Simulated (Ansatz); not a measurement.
PbI2 (started from an entry of an open crystallographic database) (r2SCAN+rVV10 geometry), in Ansatz:

```cif
data_structure
_symmetry_space_group_name_H-M 'P-3m1'
_symmetry_Int_Tables_number 164
_cell_length_a 4.5657
_cell_length_b 4.5657
_cell_length_c 7.0411
_cell_angle_alpha 90.000
_cell_angle_beta 90.000
_cell_angle_gamma 120.000
_cell_volume 127.11
loop_
_atom_site_label
_atom_site_type_symbol
_atom_site_symmetry_multiplicity
_atom_site_Wyckoff_symbol
_atom_site_fract_x
_atom_site_fract_y
_atom_site_fract_z
_atom_site_occupancy
Pb1 Pb 1 a 0.00000 0.00000 0.00000 1
I1 I 2 d 0.33333 0.66667 0.26678 1
```

G0W0@PBE with 478 empty bands, a screening cutoff of 140 eV and a 6×6×2 mesh (PAW, contour deformation) gives 3.171 eV over the mesh points, from a PBE gap of 2.228 eV; it sums over 502 bands with 487 plane waves in the screening and a wave cutoff of 420 eV. G0W0 here is at a finite number of bands, screening cutoff and k mesh, not at the basis limit. The values are computed, spin-unpolarised, and not measurements.

**Question.** Another run gave a Kohn-Sham gap of 2.228 eV and a G0W0 gap of 3.136 eV, summing over 502 bands with 487 plane waves in the screening and a wave cutoff of 420 eV. What was changed?

**Answer.** Frequency model Godby-Needs pole. Only the quasiparticle gap differs.

**Question.** Estimate the gap with starting point LDA.

**Answer.** 3.095 eV (-0.076 eV), from a Kohn-Sham gap of 2.046 eV.

Spin-orbit coupling is left out; in compounds of Pb, Bi, Tl or Hg it can lower a gap by up to about 1 eV, split its edges or invert the bands.
